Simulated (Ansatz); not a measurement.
The same atomization along the group O, S, Se.

Isolated molecules relaxed with PBE0-D4/def2-TZVP in Ansatz; ΔE leaves out vibrations. CCSD(T)/CBS is the MP2 limit (def2-TZVPP, def2-QZVPP) plus CCSD(T) − MP2 in def2-TZVPP, frozen cores. This one scheme is used for every species, atoms too. For atomizations the MP2-based limit and the directly extrapolated one differ by several kJ/mol either way, and by 10 to 25 for some Ge, Se and Sn compounds, so smaller differences from it don't rank the levels. No spin–orbit coupling; open shells (•) take unrestricted orbitals. Spin–orbit coupling would lower the free atoms: a little for C, O, S; clearly for Se. Bonds to Se are less sure, by a few kJ/mol each and by 10 to 20 or more in all where they break to atoms, as the def2 sets lack core-valence functions. Scalar relativity is left out up to krypton. Each species was taken in one conformer, which may not be the lowest.

| reaction | MP2/CBS(def2) (kJ/mol) | CCSD(T)/CBS(def2) (kJ/mol) |
| --- | --- | --- |
| `C=CC(C)=O` → 4 C• + 6 H• + O• | 4801 | 4708 |
| `C=CC(C)=S` → 4 C• + 6 H• + S• | 4569 | 4490 |
| `C=CC(C)=[Se]` → 4 C• + 6 H• + Se• | 4504 | 4427 |

Largest T1 diagnostic: 0.017, for `C=CC(C)=S`.
